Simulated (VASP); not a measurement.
# MgO in VASP 6.6.1, relaxation

INCAR

```
EDIFF = 1E-7
IBRION = 2
NELM = 120
NBANDS = 11
GGA = CA
LCHARG = .FALSE.
ISMEAR = -1
ISIF = 2
EDIFFG = 0.001
LWAVE = .FALSE.
LASPH = .FALSE.
ENCUT = 600
SIGMA = 0.02
LREAL = .FALSE.
NSW = 40
PREC = Accurate
```

KPOINTS

```
KPOINTS created by Atomic Simulation Environment
0
Gamma
8 8 8
0 0 0
```

POSCAR

```
Mg O
 1.0000000000000000
     0.0000000000000000    2.3060412378642976    2.3060412378642976
     2.3060412378642976    0.0000000000000000    2.3060412378642976
     2.3060412378642976    2.3060412378642976    0.0000000000000000
 Mg  O
   1   1
Cartesian
  0.0000000000000000  0.0000000000000000 -0.0000000000000000
  1.1530206189321488  1.1530206189321488  1.1530206189321488
```

The recommended LDA PAW datasets give the neutral cell 8 valence electrons.

Command

```
mpirun -np 1 vasp_std
```

Q: Predict the outcome of this run.

A: It converged. Results: relaxed cell vector lengths 3.261, 3.261, 3.261 Å; relaxed cell volume 24.53 Å³.

OSZICAR

```
N       E                     dE             d eps       ncg     rms          rms(c)
DAV:   1     0.178001439567E+02    0.17800E+02   -0.47495E+03   678   0.705E+02
DAV:   2    -0.141970816662E+02   -0.31997E+02   -0.31035E+02   719   0.143E+02
DAV:   3    -0.151863910786E+02   -0.98931E+00   -0.98819E+00   786   0.229E+01
DAV:   4    -0.151893542252E+02   -0.29631E-02   -0.29631E-02   695   0.144E+00
DAV:   5    -0.151893660046E+02   -0.11779E-04   -0.11779E-04   780   0.857E-02    0.808E+00
DAV:   6    -0.131340281127E+02    0.20553E+01   -0.13714E+01   704   0.189E+01    0.292E+00
DAV:   7    -0.130600082161E+02    0.74020E-01   -0.18469E-01   686   0.316E+00    0.148E+00
DAV:   8    -0.130259470846E+02    0.34061E-01   -0.66421E-02   689   0.245E+00    0.339E-01
DAV:   9    -0.130251865663E+02    0.76052E-03   -0.57717E-04   763   0.188E-01    0.221E-01
DAV:  10    -0.130247884822E+02    0.39808E-03   -0.81299E-04   683   0.261E-01    0.161E-02
DAV:  11    -0.130247837975E+02    0.46847E-05   -0.23660E-05   719   0.242E-02    0.636E-03
DAV:  12    -0.130247838583E+02   -0.60806E-07   -0.33896E-07   725   0.380E-03
   1 F= -.13024784E+02 E0= -.13024784E+02  d E =-.130248E+02
```

For comparison, a separate LDA relaxation on usual settings, not on those above, ends at 22.87 Å³.
